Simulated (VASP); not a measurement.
# W (Im-3m) in VASP: notebook

Runs on W. Level: PBE. Tasks: relaxation of cell and atoms, vibrations by finite differences.

All numbers are computed with VASP 6.6.1; they aren't measurements. Logs are shortened: lines on timing, memory, paths and dates and some standing lists are left out, and cuts for length are marked.

### 1 Starting point

It takes space group Im-3m (No. 229, cubic). The conventional cell has a = 3.165 Å, b = 3.165 Å, c = 3.165 Å, α = 90.00°, β = 90.00°, γ = 90.00°. W (site symmetry m-3m) has 8 W at 2.74 Å as nearest neighbours.

### 2 Relaxation of cell and atoms, PBE

Contents of INCAR:

```
PREC = Accurate
ENCUT = 700
EDIFF = 1E-7
ISMEAR = 0
SIGMA = 0.1
LREAL = False
LASPH = True
NELM = 60
ALGO = Normal
ISIF = 3
LWAVE = False
LCHARG = False
GGA = PE
IBRION = 2
NSW = 80
EDIFFG = -0.002
```

Contents of KPOINTS:

```
regular mesh
0
Gamma
  18 18 18
```

Contents of POSCAR:

```
W
1.0
   -1.5823450000      1.5823450000      1.5823450000
    1.5823450000     -1.5823450000      1.5823450000
    1.5823450000      1.5823450000     -1.5823450000
W
1
Direct
    0.0000000000      0.0000000000      0.0000000000
```

Potentials or basis: VASP PAW PBE potentials, release 64 (W_sv).

Command:

```console
cat potpaw_PBE.64/W_sv/POTCAR > POTCAR
mpirun -np 1 vasp_std > vasp.out
```

OUTCAR:

```text
PREC = Accurate
   ENCUT = 700
   EDIFF = 1E-7
   ISMEAR = 0
   LREAL = False
   LASPH = True
   NELM = 60
   ISIF = 3
   GGA = PE
   IBRION = 2
   NSW = 80
   EDIFFG = -0.002

 ion  position               nearest neighbor table
   1  0.000  0.000  0.000-

  LATTYP: Found a body centered cubic cell.
 ALAT       =     3.1646900000

  Lattice vectors:

 A1 = (  -1.5823450000,   1.5823450000,   1.5823450000)
 A2 = (   1.5823450000,  -1.5823450000,   1.5823450000)
 A3 = (   1.5823450000,   1.5823450000,  -1.5823450000)

Analysis of symmetry for initial positions (statically):
=====================================================================
 Subroutine PRICEL returns:
 Original cell was already a primitive cell.

 Routine SETGRP: Setting up the symmetry group for a
 body centered cubic supercell.

 Subroutine GETGRP returns: Found 48 space group operations
 (whereof 48 operations were pure point group operations)
 out of a pool of 48 trial point group operations.

The static configuration has the point symmetry O_h .

Analysis of symmetry for dynamics (positions and initial velocities):
=====================================================================
 Subroutine PRICEL returns:
 Original cell was already a primitive cell.

 Routine SETGRP: Setting up the symmetry group for a
 body centered cubic supercell.

 Subroutine GETGRP returns: Found 48 space group operations
 (whereof 48 operations were pure point group operations)
 out of a pool of 48 trial point group operations.

The dynamic configuration has the point symmetry O_h .

 Subroutine INISYM returns: Found 48 space group operations
 (whereof 48 operations are pure point group operations),
 and found     1 'primitive' translations

----------------------------------------------------------------------------------------

                                     Primitive cell

  volume of cell :      15.8476

  direct lattice vectors                    reciprocal lattice vectors
    -1.582345000  1.582345000  1.582345000     0.000000000  0.315986716  0.315986716
     1.582345000 -1.582345000  1.582345000     0.315986716  0.000000000  0.315986716
     1.582345000  1.582345000 -1.582345000     0.315986716  0.315986716  0.000000000

  length of vectors
     2.740701935  2.740701935  2.740701935     0.446872699  0.446872699  0.446872699

  position of ions in fractional coordinates (direct lattice)
     0.000000000  0.000000000  0.000000000

  ion indices of the primitive-cell ions
   primitive index   ion index
                 1           1

----------------------------------------------------------------------------------------

 KPOINTS: regular mesh

Automatic generation of k-mesh.
 Grid dimensions read from file:
 generate k-points for:   18   18   18

 Generating k-lattice:

  Cartesian coordinates                     Fractional coordinates (reciprocal lattice)
     0.000000000  0.017554818  0.017554818     0.055555556  0.000000000  0.000000000
     0.017554818  0.000000000  0.017554818     0.000000000  0.055555556  0.000000000
     0.017554818  0.017554818  0.000000000     0.000000000  0.000000000  0.055555556

  Length of vectors
     0.024826261  0.024826261  0.024826261

  Shift w.r.t. Gamma in fractional coordinates (k-lattice)
     0.000000000  0.000000000  0.000000000

 Subroutine IBZKPT returns following result:
 ===========================================

 Found    195 irreducible k-points:

 Following reciprocal coordinates:
            Coordinates               Weight
  0.000000  0.000000  0.000000      1.000000
  0.055556  0.000000  0.000000     12.000000
  0.111111  0.000000  0.000000     12.000000
  0.166667  0.000000  0.000000     12.000000
  0.222222  0.000000  0.000000     12.000000
  0.277778  0.000000  0.000000     12.000000
[... 16 lines left out ...]
  0.333333  0.111111 -0.000000     48.000000
  0.388889  0.111111  0.000000     48.000000
 [... further k-points ...]
   k-points           NKPTS =    195   k-points in BZ     NKDIM =    195   number of bands    NBANDS=     11
   number of dos      NEDOS =    301   number of ions     NIONS =      1
   total plane-waves  NPLWV =  13824
   dimension x,y,z NGX =    24 NGY =   24 NGZ =   24
   dimension x,y,z NGXF=    48 NGYF=   48 NGZF=   48
   ions per type =               1
   NGX,Y,Z   is equivalent  to a cutoff of  14.56, 14.56, 14.56 a.u.
   NGXF,Y,Z  is equivalent  to a cutoff of  29.12, 29.12, 29.12 a.u.
 SYSTEM =  unknown system
   PREC   = accura    normal or accurate (medium, high low for compatibility)
   ISTART =      0    job   : 0-new  1-cont  2-samecut
   ICHARG =      2    charge: 1-file 2-atom 10-const
   ISPIN  =      1    spin polarized calculation?
   LNONCOLLINEAR =      F non collinear calculations
   LSORBIT =      F    spin-orbit coupling
   LASPH  =      T    aspherical Exc in radial PAW
   ENCUT  =  700.0 eV  51.45 Ry    7.17 a.u.   5.91  5.91  5.91*2*pi/ulx,y,z
   NELM   =     60;   NELMIN=  2; NELMDL= -5     # of ELM steps
   EDIFF  = 0.1E-06   stopping-criterion for ELM
   LREAL  =      F    real-space projection
   EDIFFG = -.2E-02   stopping-criterion for IOM
   NSW    =     80    number of steps for IOM
   IBRION =      2    ionic relax: 0-MD 1-quasi-New 2-CG
   NFREE  =      1    steps in history (QN), initial steepest desc. (CG)
   ISIF   =      3    stress and relaxation
   ISYM   =      2    0-nonsym 1-usesym 2-fastsym
   POTIM  = 0.5000    time-step for ionic-motion
   TEBEG  =    0.0;   TEEND  =   0.0 temperature during run
   PSTRESS=    0.0 pullay stress
   NELECT =      14.0000    total number of electrons
   NUPDOWN=      -1.0000    fix difference up-down
   EMIN   =  10.00;   EMAX   =-10.00  energy-range for DOS
   EFERMI =   0.00;   METHOD = LEGACY
   ISMEAR =     0;   SIGMA  =   0.10  broadening in eV -4-tet -1-fermi 0-gaus
   EFERMI_NEDOS =   21; number of points for ismear=-14 and -15
   IALGO  =     38    algorithm
   IMIX   =      4    mixing-type and parameters
     AMIX     =   0.40;   BMIX     =  1.00
     AMIX_MAG =   1.60;   BMIX_MAG =  1.00
  volume/ion in A,a.u.               =      15.85       106.94
  Fermi-wavevector in a.u.,A,eV,Ry     =   1.570832  2.968442 33.572544  2.467512
  Thomas-Fermi vector in A             =   2.672506
   LORBIT       =      0    0 simple, 1 ext, 2 COOP (PROOUT), +10 PAW based schemes
   GGA     = PE    functional components
   LHFCALC =     F    Hartree Fock is set to
   AEXX    =    0.0000 exact exchange contribution
   IVDW    =     0    specifies the selected vdW correction
   LEPSILON=     F    determine dielectric tensor
   LRPA    =     F    only Hartree local field effects (RPA)
 conjugate gradient relaxation of ions
 non-spin polarized calculation
 Gauss-broadening in eV      SIGMA  =   0.10
  energy-cutoff  :      700.00
  volume of cell :       15.85
 maximum number of plane-waves:       682
   NGX = 11   NGY = 11   NGZ = 11

--------------------------------------- Ionic step        1  -------------------------------------------

 number of electron      14.0000002 magnetization

 Free energy of the ion-electron system (eV)
  ---------------------------------------------------
  ext. energy  EPLUGINS =         0.00000000
  ---------------------------------------------------
  free energy    TOTEN  =       -12.94532366 eV

  energy without entropy =      -12.94185515  energy(sigma->0) =      -12.94358940

------------------------ aborting loop because EDIFF is reached ----------------------------------------

  FORCE on cell =-STRESS in cart. coord.  units (eV):
  Direction    XX          YY          ZZ          XY          YZ          ZX
  --------------------------------------------------------------------------------------
  -------------------------------------------------------------------------------------
  Total        0.6235285      0.6235285      0.6235285     -0.0000000      0.0000000     -0.0000000
  in kB       63.0381390     63.0381390     63.0381390     -0.0000000      0.0000000     -0.0000000
  external PRESSURE =      63.0381390 kB  Pullay stress =       0.0000000 kB
[... 90 lines left out ...]
  energy  without entropy=      -12.9478072108  energy(sigma->0) =      -12.94960069

--------------------------------------- Ionic step        4  -------------------------------------------

 number of electron      14.0000002 magnetization

 Free energy of the ion-electron system (eV)
  ---------------------------------------------------
  ext. energy  EPLUGINS =         0.00000000
  ---------------------------------------------------
  free energy    TOTEN  =       -12.95139987 eV

  energy without entropy =      -12.94781653  energy(sigma->0) =      -12.94960820

 E-fermi :  11.1625     XC(G=0): -13.5300

 val. band max:       11.1582878003   @ k =  -0.2778   0.3333   0.2222
 cond. band min:      11.1748398092   @ k =   0.5000   0.5000   0.2222
 fundamental gap:      0.0165520088
 Fermi energy:        11.1624786704

 k-point     1 :       0.0000    0.0000    0.0000
  band No.  band energies     occupation
      1     -63.0406      2.00000
      2     -26.6309      2.00000
      3     -26.6309      2.00000
      4     -26.6309      2.00000
      5       1.6348      2.00000
      6       9.9692      2.00000
      7       9.9692      2.00000
      8       9.9692      2.00000
      9      13.3812      0.00000
     10      13.3812      0.00000
     11      25.6358      0.00000
[... 309 lines left out ...]
 k-point    24 :       0.3889    0.1111    0.0000
  band No.  band energies     occupation
      1     -62.9175      2.00000
      2     -27.7638      2.00000
      3     -27.0573      2.00000
      4     -26.6904      2.00000
      5       5.4401      2.00000
      6       7.8372      2.00000
      7      10.5479      2.00000
      8      13.1468      0.00000
      9      14.4375      0.00000
     10      17.4231      0.00000
     11      21.8131      0.00000

 [... further k-points ...]

------------------------ aborting loop because EDIFF is reached ----------------------------------------

  FORCE on cell =-STRESS in cart. coord.  units (eV):
  Direction    XX          YY          ZZ          XY          YZ          ZX
  --------------------------------------------------------------------------------------
  -------------------------------------------------------------------------------------
  Total       -0.0007575     -0.0007575     -0.0007575      0.0000000      0.0000000     -0.0000000
  in kB       -0.0750917     -0.0750917     -0.0750917      0.0000000      0.0000000     -0.0000000
  external PRESSURE =      -0.0750917 kB  Pullay stress =       0.0000000 kB
[... 16 lines left out ...]
  FREE ENERGIE OF THE ION-ELECTRON SYSTEM (eV)
  ---------------------------------------------------
  free  energy   TOTEN  =       -12.9513998742 eV

  energy  without entropy=      -12.9478165303  energy(sigma->0) =      -12.94960820

 reached required accuracy - stopping structural energy minimisation
```

Run time: 35 s. Hardware: 1 thread of Intel Xeon 6975P-C (Granite Rapids), shared host; peak memory 0.19 GiB.

What came out:

```
Free energy                            : -12.9514 eV
Relaxed volume                         : 16.16 Å³/atom
Relaxed cell                           : a = 2.759 Å, b = 2.759 Å, c = 2.759 Å, α = 109.47°, β = 109.47°, γ = 109.47°
Space group after relaxing (to 0.05 Å) : Im-3m (No. 229)
Energy gained by relaxing              : 6.1 meV/atom
Ionic steps                            : 4
Pressure after relaxing                : 0.0 GPa
Band gap on the k mesh                 : none (metal or under the smearing width)
```

The path:
| step | energy change (eV) | largest force (eV/Å) | pressure (GPa) | volume (Å³) |
| --- | --- | --- | --- | --- |
| 1 | 0.0000 | 0.0000 | 6.30 | 15.85 |
| 2 | 0.0640 | 0.0000 | -18.18 | 17.32 |
| 3 | -0.0061 | 0.0000 | -0.18 | 16.17 |
| 4 | -0.0061 | 0.0000 | -0.01 | 16.16 |

Final structure:
```
W
1.0
    -1.59278    1.59278    1.59278
     1.59278   -1.59278    1.59278
     1.59278    1.59278   -1.59278
W
1
Direct
  0.00000 0.00000 0.00000
```

Levels at points of the mesh, in eV from the Fermi level:
```tsv
k point	band 3	band 4	band 5	band 6	band 7	band 8	band 9	band 10	band 11
(0.00, 0.00, 0.00)	-37.79	-37.79	-9.53	-1.19	-1.19	-1.19	2.22	2.22	14.47
(0.50, 0.00, 0.00)	-38.19	-37.80	-6.15	-3.47	0.61	2.10	3.06	5.98	10.77
(0.50, 0.50, 0.50)	-38.64	-38.64	-5.68	-5.68	5.03	5.03	5.03	8.09	8.09
```

Spin-orbit coupling is left out, which matters for the levels of W. PBE usually gives volumes a little too large and moduli too small.

### 3 Relaxation of cell and atoms, PBE

This run uses another cell than the first one, of 16.16 Å³/atom, 1.020 times its volume.

INCAR is that of step 2.

KPOINTS is that of step 2.

Contents of POSCAR:

```
W                                       
1.0
   -1.5927802199      1.5927802199      1.5927802199
    1.5927802199     -1.5927802199      1.5927802199
    1.5927802199      1.5927802199     -1.5927802199
  W             
     1
Direct
     0.0000000000000000    0.0000000000000000    0.0000000000000000
```

Potentials or basis: VASP PAW PBE potentials, release 64 (W_sv).

Command:

```console
cat potpaw_PBE.64/W_sv/POTCAR > POTCAR
mpirun -np 1 vasp_std > vasp.out
```

Wall time 13 s (1 thread of Intel Xeon 6975P-C (Granite Rapids), shared host); peak memory 0.18 GiB.

Results (log left out):

```yaml
Free_energy: -12.9514 eV
Pressure_after_relaxing: 0.0 GPa
Band_gap_on_the_k_mesh: none (metal or under the smearing width)
```

Final structure:
```yaml
crystal:
  lattice:
    - [-1.59278, 1.59278, 1.59278]
    - [1.59278, -1.59278, 1.59278]
    - [1.59278, 1.59278, -1.59278]
  atoms:
    - { symbol: W, position: [0.00000, 0.00000, 0.00000] }
```

Levels at points of the mesh, in eV from the Fermi level:
```csv
k point,band 5,band 6,band 7,band 8,band 9,band 10
"(0.00, 0.00, 0.00)",-9.53,-1.19,-1.19,-1.19,2.22,2.22
"(0.50, 0.00, 0.00)",-6.15,-3.47,0.61,2.10,3.06,5.98
"(0.50, 0.50, 0.50)",-5.68,-5.68,5.03,5.03,5.03,8.09
```

Caveat: the relaxation stopped at its first step, so nothing moved. Spin-orbit coupling is left out, which matters for the levels of W.

(Part 1 of 2 ends here.)
